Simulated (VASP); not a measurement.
# SnO (Romarchite) (P4/nmm) in VASP: notebook, part 3 of 3

VASP 6.6.1. The steps go on from the part before.

**5. Electric field gradients, PBEsol**

The input, INCAR:

```
SYSTEM = SnO
  PREC = Accurate
  ENCUT = 600
  EDIFF = 1E-7
  ISMEAR = -1
  SIGMA = 0.02
  LREAL = .False.
  LASPH = .True.
  NELM = 100
  ALGO = Fast
  ISIF = 2
  LWAVE = .False.
  LCHARG = .False.
  GGA = PS
  LEFG = .True.
```

The input, KPOINTS:

```
regular mesh
0
Gamma
  6 6 5
  0 0 0
```

The input, POSCAR:

```
SnO
1.0
    3.7986000000      0.0000000000      0.0000000000
    0.0000000000      3.7986000000      0.0000000000
    0.0000000000      0.0000000000      4.8408000000
Sn O
2 2
Direct
    0.5000000000      0.0000000000      0.2369000000
    0.0000000000      0.5000000000      0.7631000000
    0.0000000000      0.0000000000      0.0000000000
    0.5000000000      0.5000000000      0.0000000000
```

Potentials or basis: VASP PAW PBE potentials, release 64 (Sn_d, O).

The run is started by

```
> cat potpaw_PBE.64/Sn_d/POTCAR potpaw_PBE.64/O/POTCAR > POTCAR
> mpirun -np 1 vasp_std > vasp.out
```

OUTCAR:

```text
SYSTEM = SnO
   PREC = Accurate
   ENCUT = 600
   EDIFF = 1E-7
   ISMEAR = -1
   LREAL = .False.
   LASPH = .True.
   NELM = 100
   ISIF = 2
   GGA = PS

 ion  position               nearest neighbor table
   1  0.500  0.000  0.237-   3 2.22   4 2.22   4 2.22   3 2.22   2 3.53   2 3.53   2 3.53   2 3.53
                             2 3.70   2 3.70   2 3.70   2 3.70
   2  0.000  0.500  0.763-   3 2.22   4 2.22   3 2.22   4 2.22   1 3.53   1 3.53   1 3.53   1 3.53
                             1 3.70   1 3.70   1 3.70   1 3.70
   3  0.000  0.000  0.000-   1 2.22   2 2.22   2 2.22   1 2.22
   4  0.500  0.500  0.000-   1 2.22   2 2.22   1 2.22   2 2.22

  LATTYP: Found a simple tetragonal cell.
 ALAT       =     3.7986000000
 C/A-ratio  =     1.2743642395

  Lattice vectors:

 A1 = (   3.7986000000,   0.0000000000,   0.0000000000)
 A2 = (   0.0000000000,   3.7986000000,   0.0000000000)
 A3 = (   0.0000000000,   0.0000000000,   4.8408000000)

Analysis of symmetry for initial positions (statically):
=====================================================================
 Subroutine PRICEL returns:
 Original cell was already a primitive cell.

 Routine SETGRP: Setting up the symmetry group for a
 simple tetragonal supercell.

 Subroutine GETGRP returns: Found 16 space group operations
 (whereof  8 operations were pure point group operations)
 out of a pool of 16 trial point group operations.

The static configuration has the point symmetry D_2d.
 The point group associated with its full space group is D_4h.

Analysis of symmetry for dynamics (positions and initial velocities):
=====================================================================
[... 178 lines left out ...]
      6     -14.3601      2.00000
[... 637 lines left out ...]
     23      12.5351      0.00000
     24      12.5353      0.00000

 [... further k-points ...]
[... 5 lines left out ...]
  --------------------------------------------------------------------------------------
  -------------------------------------------------------------------------------------
  Total        0.3816634      0.3816634      0.2379285      0.0000000      0.0000000      0.0000000
  in kB        8.7544089      8.7544089      5.4574871      0.0000000      0.0000000      0.0000000
  external PRESSURE =       7.6554350 kB  Pullay stress =       0.0000000 kB

 VOLUME and BASIS-vectors are now :
 -----------------------------------------------------------------------------
  energy-cutoff  :      600.00
  volume of cell :       69.85
      direct lattice vectors                 reciprocal lattice vectors
     3.798600000  0.000000000  0.000000000     0.263254883  0.000000000  0.000000000
     0.000000000  3.798600000  0.000000000     0.000000000  0.263254883  0.000000000
     0.000000000  0.000000000  4.840800000     0.000000000  0.000000000  0.206577425

 POSITION                                       TOTAL-FORCE (eV/Angst)
 -----------------------------------------------------------------------------------
      1.89930      0.00000      1.14679         0.000000     -0.000000      0.292987
      0.00000      1.89930      3.69401        -0.000000     -0.000000     -0.292987
      0.00000      0.00000      0.00000        -0.000000     -0.000000      0.000000
      1.89930      1.89930      0.00000        -0.000000      0.000000      0.000000
 -----------------------------------------------------------------------------------
    total drift:                                0.000000      0.000000      0.000000

  FREE ENERGIE OF THE ION-ELECTRON SYSTEM (eV)
  ---------------------------------------------------
  free  energy   TOTEN  =       -24.2121950160 eV

  energy  without entropy=      -24.2117921422  energy(sigma->0) =      -24.21199358

 Electric field gradients (V/A^2)
---------------------------------------------------------------------
 ion       V_xx      V_yy      V_zz      V_xy      V_xz      V_yz
---------------------------------------------------------------------
   1      80.916    80.916  -161.832     0.000    -0.000    -0.000
   2      80.916    80.916  -161.832    -0.000     0.000    -0.000
   3      -0.401    -0.401     0.801     0.000    -0.000     0.000
   4      -0.401    -0.401     0.801     0.000     0.000     0.000
---------------------------------------------------------------------

 Electric field gradients after diagonalization (V/A^2)
 (convention: |V_zz| > |V_xx| > |V_yy|)
----------------------------------------------------------------------
 ion       V_xx      V_yy      V_zz     asymmetry (V_yy - V_xx)/ V_zz
----------------------------------------------------------------------
   1      80.916    80.916  -161.832       0.000
   2      80.916    80.916  -161.832       0.000
   3      -0.401    -0.401     0.801       0.000
   4      -0.401    -0.401     0.801       0.000
----------------------------------------------------------------------

           NMR quadrupolar parameters

 Cq : quadrupolar parameter    Cq=e*Q*V_zz/h
 eta: asymmetry parameters     (V_yy - V_xx)/ V_zz
 Q  : nuclear electric quadrupole moment in mb (millibarn)
----------------------------------------------------------------------
 ion       Cq(MHz)       eta       Q (mb)
----------------------------------------------------------------------
   1      -0.391       0.000       1.000
   2      -0.391       0.000       1.000
   3       0.002       0.000       1.000
   4       0.002       0.000       1.000
----------------------------------------------------------------------
```

OSZICAR:

```text
N       E                     dE             d eps       ncg     rms          rms(c)
DAV:   1     0.419999831769E+03    0.42000E+03   -0.22557E+04  1464   0.278E+03
DAV:   2     0.332564358362E+02   -0.38674E+03   -0.37983E+03  1536   0.612E+02
DAV:   3    -0.250374350672E+02   -0.58294E+02   -0.57363E+02  1760   0.199E+02
DAV:   4    -0.273829126751E+02   -0.23455E+01   -0.23434E+01  1584   0.444E+01
DAV:   5    -0.274496632933E+02   -0.66751E-01   -0.66736E-01  1968   0.753E+00    0.108E+01
RMM:   6    -0.241572797695E+02    0.32924E+01   -0.14081E+01  1773   0.199E+01    0.416E+00
RMM:   7    -0.242317680501E+02   -0.74488E-01   -0.20127E+00  1907   0.863E+00    0.257E+00
RMM:   8    -0.242243477074E+02    0.74203E-02   -0.42742E-01  1911   0.417E+00    0.892E-01
RMM:   9    -0.242119113621E+02    0.12436E-01   -0.14969E-01  2037   0.182E+00    0.404E-01
RMM:  10    -0.242138552117E+02   -0.19438E-02   -0.27941E-02  1872   0.113E+00    0.351E-01
RMM:  11    -0.242120884717E+02    0.17667E-02   -0.73630E-03  1995   0.633E-01    0.291E-02
RMM:  12    -0.242121712906E+02   -0.82819E-04   -0.11059E-03  2097   0.261E-01    0.336E-02
RMM:  13    -0.242121952556E+02   -0.23965E-04   -0.28145E-04  2260   0.100E-01    0.295E-02
RMM:  14    -0.242121955491E+02   -0.29352E-06   -0.41200E-05  2055   0.435E-02    0.126E-02
RMM:  15    -0.242121952305E+02    0.31859E-06   -0.94144E-06  2011   0.209E-02    0.640E-03
RMM:  16    -0.242121954061E+02   -0.17559E-06   -0.23814E-06  1967   0.116E-02    0.558E-03
RMM:  17    -0.242121950938E+02    0.31232E-06   -0.91032E-07  1642   0.702E-03    0.257E-03
RMM:  18    -0.242121950160E+02    0.77771E-07   -0.64578E-07  1478   0.557E-03
   1 F= -.24212195E+02 E0= -.24211994E+02  d E =-.402874E-03
```

Wall time 32 s (1 thread of Intel Xeon 6975P-C (Granite Rapids), shared host); peak memory 0.21 GiB.

Results:

```
Free energy            : -24.2122 eV
Pressure               : 0.8 GPa
Largest force          : 0.293 eV/Å
Band gap on the k mesh : 0.05 eV, indirect (least direct gap 1.92 eV)
```

Forces in eV/Å, atoms in the order of the input:
```
Sn   0.000  0.000  0.293
Sn   0.000  0.000 -0.293
O    0.000  0.000  0.000
O    0.000  0.000  0.000
```

Stress tensor (GPa, compression positive):
```
0.88 0.00 0.00
0.00 0.88 0.00
0.00 0.00 0.55
```

Electric field gradients, principal values (V/Å²):
```csv
atom,Vxx,Vyy,Vzz
1 Sn,80.916,80.916,-161.832
2 Sn,80.916,80.916,-161.832
3 O,-0.401,-0.401,0.801
4 O,-0.401,-0.401,0.801
```

Caveat: the PAW data sets were made with another functional, which shifts forces and pressure a little; spin-orbit coupling is left out, which moves the levels of the heavy elements; an odd mesh through Γ misses points on the zone boundary, where band edges often lie.

**6. Overview**

```csv
potentials or basis,k mesh,cutoff (eV),gap on the mesh (eV),pressure (GPa),largest force (eV/Å)
"VASP PAW PBE potentials, release 64 (Sn_d, O)",9 × 9 × 7,520,0.19,0.8,0.29
"VASP PAW PBE potentials, release 64 (Sn_d, O)",6 × 6 × 5,700,0.05,0.8,0.29
"VASP PAW PBE potentials, release 64 (Sn, O)",6 × 6 × 5,500,0.05,0.3,0.24
"VASP PAW PBE potentials, release 64 (Sn_d, O)",6 × 6 × 5,600,0.05,0.8,0.29
```

Alike in all rows: task electric field gradients; level PBEsol; no spin polarisation; cell as given; smearing fermi-dirac 0.02 eV.

Caveats: the PAW data sets were made with another functional, which shifts forces and pressure a little; spin-orbit coupling is left out, which moves the levels of the heavy elements; an odd mesh through Γ misses points on the zone boundary, where band edges often lie.

Total energies depend on the potentials used, so only differences within one code and one set of settings carry meaning.
